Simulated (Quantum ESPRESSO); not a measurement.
Bi:

```xyz
2
Lattice="3.2384 0.0000 0.0000 0.0000 3.2216 0.0000 -0.0805 0.0000 6.4439" Properties=species:S:1:pos:R:3 pbc="T T T"
Bi    1.7022    0.0000    4.8302
Bi    1.4558    0.0000    1.6137
```

This isn't the form of Bi at room conditions, which is rhombohedral.

- Program: Quantum ESPRESSO 7.5
- Task: relaxation of cell and atoms
- Functional: PBEsol
- Dispersion: rVV10
- Potentials or basis: PseudoDojo 0.4.1 SR PBEsol standard
- Cutoff: 898 eV
- Density cutoff: 3592 eV
- k mesh: 7 × 7 × 3
- Occupations: fermi-dirac, width 0.05 eV
- Spin: no spin polarisation

At the start: pressure -2.5 GPa; volume 33.61 Å³/atom.

Question: How do energy, volume and symmetry change on relaxing?

Answer: Over 21 steps the energy falls by 21.8 meV/atom and the volume is 32.20 Å³/atom (-4.2 %); space group P4/mmm (No. 123, to 0.05 Å).

The path:
```tsv
step	energy change (eV)	largest force (eV/Å)	pressure (GPa)	volume (Å³)
1	0.0000	0.0526	-2.45	67.23
2	-0.0182	0.0469	-1.92	66.49
3	-0.0400	0.0262	0.17	64.13
4	-0.0408	0.0266	-0.12	64.41
5	-0.0408	0.0251	-0.08	64.37
6	-0.0410	0.0197	0.08	64.19
7	-0.0411	0.0194	0.09	64.19
8	-0.0413	0.0254	0.07	64.22
9	-0.0414	0.0285	0.02	64.28
10	-0.0415	0.0271	-0.02	64.33
11	-0.0416	0.0232	-0.07	64.38
12	-0.0417	0.0165	-0.10	64.43
13	-0.0418	0.0207	-0.09	64.43
14	-0.0419	0.0326	-0.04	64.37
15	-0.0420	0.0356	0.02	64.32
16	-0.0421	0.0353	0.09	64.25
17	-0.0423	0.0302	0.17	64.18
18	-0.0426	0.0184	0.23	64.15
19	-0.0432	0.0048	0.19	64.20
20	-0.0435	0.0039	0.08	64.33
21	-0.0436	0.0023	0.02	64.40
```

Final structure:
```yaml
crystal:
  lattice:
    - [3.20746, 0.00000, 0.01920]
    - [0.00000, 3.20734, 0.00000]
    - [-0.04043, 0.00000, 6.25961]
  atoms:
    - { symbol: Bi, position: [0.49943, 0.00000, 0.75005] }
    - { symbol: Bi, position: [0.50057, 0.00000, 0.24995] }
```

Caveat: the k mesh is coarse; rVV10's parameter b was fitted to another functional.
